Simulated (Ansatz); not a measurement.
# Ag (omega type): how the settings move a single-point run

Question: which choices in the input matter for Ag (omega type)?

Method: reference: DFT, PBE, PAW with Ansatz's default frozen-core files, scalar-relativistic, in Ansatz 0.2.0.

## 1. The system as given

The structure is hexagonal, space group P6/mmm (No. 191). Conventional cell: a = 3.623 Å, b = 3.623 Å, c = 2.167 Å, α = 90.00°, β = 90.00°, γ = 120.00°. Around Ag (site symmetry 6/mmm) lie 14 Ag at 2.17 to 2.36 Å. Ag (site symmetry -6m2) is surrounded by 11 Ag at 2.09 to 2.36 Å.

Structure file:

```cif
data_structure
_symmetry_space_group_name_H-M 'P 1'
_symmetry_Int_Tables_number 1
_cell_length_a 3.6230
_cell_length_b 3.6230
_cell_length_c 2.1668
_cell_angle_alpha 90.000
_cell_angle_beta 90.000
_cell_angle_gamma 120.000
_cell_volume 24.63
loop_
_atom_site_label
_atom_site_type_symbol
_atom_site_fract_x
_atom_site_fract_y
_atom_site_fract_z
_atom_site_occupancy
Ag1 Ag 0.00000 0.00000 0.00000 1
Ag2 Ag 0.33333 0.66667 0.50000 1
Ag3 Ag 0.66667 0.33333 0.50000 1
```

## 2. Baseline

The input, input.yaml:

```yaml
crystal:
  lattice:
    - [3.6230272188, 0.0, 0.0]
    - [-1.8115136094, 3.1376336101, 0.0]
    - [0.0, 0.0, 2.1668192326]
  atoms:
    - { symbol: Ag, position: [0.0, 0.0, 0.0] }
    - { symbol: Ag, position: [0.3333333333, 0.6666666667, 0.5] }
    - { symbol: Ag, position: [0.6666666667, 0.3333333333, 0.5] }
kpoints:
  mp_grid: { grid: [8, 8, 11] }
  band_path:
    path:
      - [0.0, 0.0, 0.0]
      - [0.5, 0.0, 0.0]
      - [0.3333333333, 0.3333333333, 0.0]
      - [0.0, 0.0, 0.0]
      - [0.0, 0.0, 0.5]
      - [0.5, 0.0, 0.5]
      - [0.3333333333, 0.3333333333, 0.5]
      - [0.0, 0.0, 0.5]
      - [0.5, 0.0, 0.5]
    npoints: 8
scf:
  occupations: { method: fermi_dirac, width: 0.05 }
hamiltonian:
  xc: pbe
  pseudopotentials: { kind: paw }
output:
  forces: true
  stress: true
  eigenvalues: true
  populations: true
  dos: { projected: true, de: 0.2, e_range: [-14, 8] }
```

Launch:

```bash
$ ansatz run input.yaml --threads 1 --pin off --max-ram 3072MiB --backend cpu --events-out ev --progress --plain --runs-dir out
```

## 3. Changed: mixing.algorithm anderson, mixing.beta 0.1, pseudopotentials.source jth

The input, input.yaml:

```yaml
crystal:
  lattice:
    - [3.6230272188, 0.0, 0.0]
    - [-1.8115136094, 3.1376336101, 0.0]
    - [0.0, 0.0, 2.1668192326]
  atoms:
    - { symbol: Ag, position: [0.0, 0.0, 0.0] }
    - { symbol: Ag, position: [0.3333333333, 0.6666666667, 0.5] }
    - { symbol: Ag, position: [0.6666666667, 0.3333333333, 0.5] }
kpoints:
  mp_grid: { grid: [8, 8, 11] }
scf:
  occupations: { method: fermi_dirac, width: 0.05 }
  mixing: { algorithm: anderson, beta: 0.1 }
hamiltonian:
  xc: pbe
  pseudopotentials: { kind: paw, source: jth }
output:
  forces: true
  stress: true
  eigenvalues: true
```

Before running it: what results should come out? Wanted: for each run, ending; energy change; pressure; gap; force.

As calculated:

| run | ending | energy change | pressure (GPa) | gap (eV) | force (eV/Å) | cycles | time |
| --- | --- | --- | --- | --- | --- | --- | --- |
| reference | converged | - | 621.0 | 0.00 | 0.00 | 6 | 4.7 s |
| 1: mixing.algorithm anderson, mixing.beta 0.1, pseudopotentials.source jth | converged | not comparable | 632.5 | 0.00 | 0.00 | 12 | 14 s |

Times don't compare one to one where runs were asked for different outputs or read a saved state (see the inputs); cycles may leave out searches for a lower state.

Residual by cycle in the longest SCF loop of each run; runs are numbered as in the table. The quantity is the density residual dr2, in eV.

```csv
cycle,reference,run 1
1,0.0475,1.25
2,0.0107,1.16
3,1.0e-4,0.385
4,4.3e-5,0.0895
5,5.8e-6,0.00225
6,5.7e-8,1.0e-3
7,-,5.9e-4
8,-,9.6e-6
9,-,4.1e-6
10,-,6.5e-6
11,-,1.4e-8
12,-,4.0e-8
```

**Reading.** After a change of potentials the difference of the totals has no physical meaning; the pressure goes from 621.0 to 632.5 GPa. The structure is not at rest: the sound run finds 621 GPa, so these are no properties of the relaxed crystal. 
